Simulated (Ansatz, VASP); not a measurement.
**One calculation of AlNi3, two programs**

File INCAR:

```
SYSTEM = AlNi3
PREC = Accurate
ENCUT = 520
EDIFF = 1E-7
ISMEAR = 0
SIGMA = 0.05
LREAL = .False.
LASPH = .True.
NELM = 60
ALGO = Fast
ISIF = 2
LWAVE = .False.
LCHARG = .False.
GGA = PE
NBANDS = 24
```

The input KPOINTS:

```
regular mesh
0
Gamma
  12 12 12
  0 0 0
```

The input POSCAR:

```
AlNi3
1.0
    3.5647269103      0.0000000000      0.0000000000
    0.0000000000      3.5647269103      0.0000000000
    0.0000000000      0.0000000000      3.5647269103
Al Ni
1 3
Direct
    0.0000000000      0.0000000000      0.0000000000
    0.0000000000      0.5000000000      0.5000000000
    0.5000000000      0.0000000000      0.5000000000
    0.5000000000      0.5000000000      0.0000000000
```

Input for Ansatz:

```yaml
crystal:
  lattice:
    - [3.5647269103, 0.0, 0.0]
    - [0.0, 3.5647269103, 0.0]
    - [0.0, 0.0, 3.5647269103]
  atoms:
    - { symbol: Al, position: [0.0, 0.0, 0.0] }
    - { symbol: Ni, position: [0.0, 0.5, 0.5] }
    - { symbol: Ni, position: [0.5, 0.0, 0.5] }
    - { symbol: Ni, position: [0.5, 0.5, 0.0] }
basis:
  ecutwfc: 420
  ecutrho_ratio: 4
kpoints:
  mp_grid: { grid: [12, 12, 12] }
  band_path:
    path:
      - [[0.0, 0.0, 0.0], [0.0, 0.5, 0.0], [0.5, 0.5, 0.0], [0.0, 0.0, 0.0], [0.5, 0.5, 0.5], [0.0, 0.5, 0.0]]
      - [[0.5, 0.5, 0.5], [0.5, 0.5, 0.0]]
    npoints: 14
hamiltonian:
  xc: pbe
scf:
  occupations: { method: gaussian, width: 0.05 }
  n_extra_bands: 21
output:
  forces: true
  stress: true
  eigenvalues: true
  populations: true
  dos: { projected: true, de: 0.02, nscf_kmesh: { grid: [18, 18, 18] } }
  bader: true
```

The cell is a database's computed one.

Alike in both runs: task single point; functional PBE; k mesh 12 × 12 × 12; occupations gaussian, width 0.05 eV; no spin polarisation.

|  | VASP | Ansatz |
| --- | --- | --- |
| version | VASP 6.6.1 | Ansatz 0.2.0 |
| potentials or method | VASP PAW PBE potentials, release 64 (Al, Ni) | scalar-relativistic, plane waves, PAW |
| plane-wave cutoff (eV) | 520 | 420 |
| valence electrons in the cell | 33 | 57 |

```tsv
	VASP	Ansatz	Ansatz less VASP
gap on the k mesh at the Fermi level (eV)	none	none	-
pressure (GPa)	0.0	0.0	-0.04
```

A gap of «none» marks a metal or a gap that the smearing closes. The functional is the same, so the differences come from potentials, cutoffs and numerics. The two sets of potentials don't hold the same shells in valence.

Spin polarisation is off, so any magnetic state and its effect on volume and gap are missing.
